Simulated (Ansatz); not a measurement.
# Pt: do energies and stresses tell the same story?

The calculation used DFT r2SCAN, scalar-relativistic, plane waves, PAW (Ansatz 0.2.0).

Plane waves to 500 eV, a k mesh through Γ of 18×18×10 on the computed 2-atom cell and Gaussian smearing (0.10 eV); no spin polarisation.

Relaxed cell: P6_3/mmc, a = 2.733 Å, b = 2.733 Å, c = 4.765 Å, α = 90.00°, β = 90.00°, γ = 120.00°, 2 atoms in the primitive cell. This form isn't the element's structure at ambient conditions.

Energies at zero smearing and pressures from the stress tensor, at volumes with shape and atoms relaxed:
| V (Å³/atom) | E − E(first) (meV/atom) | P (GPa) |
| --- | --- | --- |
| 13.563 | 0.00 | 47.36 |
| 14.025 | -113.60 | 31.92 |
| 14.487 | -186.66 | 19.18 |
| 14.950 | -226.28 | 8.66 |
| 15.412 | -238.32 | 0.01 |
| 15.875 | -227.73 | -7.08 |
| 16.337 | -198.63 | -12.85 |
| 16.953 | -137.05 | -18.81 |

Task: Check P = −dE/dV between neighbouring volumes, and get the bulk modulus from the pressures alone.

Result: With 1 eV/Å³ = 160.2 GPa:
```
middle V (Å³/atom)  −ΔE/ΔV (GPa) mean P (GPa)
            13.794        39.364        39.640
            14.256        25.318        25.548
            14.719        13.728        13.919
            15.181         4.174         4.336
            15.643        -3.671        -3.534
            16.106       -10.085        -9.963
            16.645       -16.003       -15.831
```

The two differ by 0.28 GPa at most. The mean of two end pressures misses the average over a step by about ΔV² P″/12, up to 0.24 GPa here; with that taken off 0.03 GPa remains. The stress is the derivative of the free energy, not of the energy at zero smearing, and with free energies 0.00 GPa remains. Around V = 15.412 Å³/atom, the two neighbours give B = −V ΔP/ΔV = 15.412 × 15.74 / 0.925 = 262.3 GPa, against B0 = 259.7 GPa from the Birch–Murnaghan fit of the energies.

Spin–orbit coupling is left out, which can shift energies with elements as heavy as these.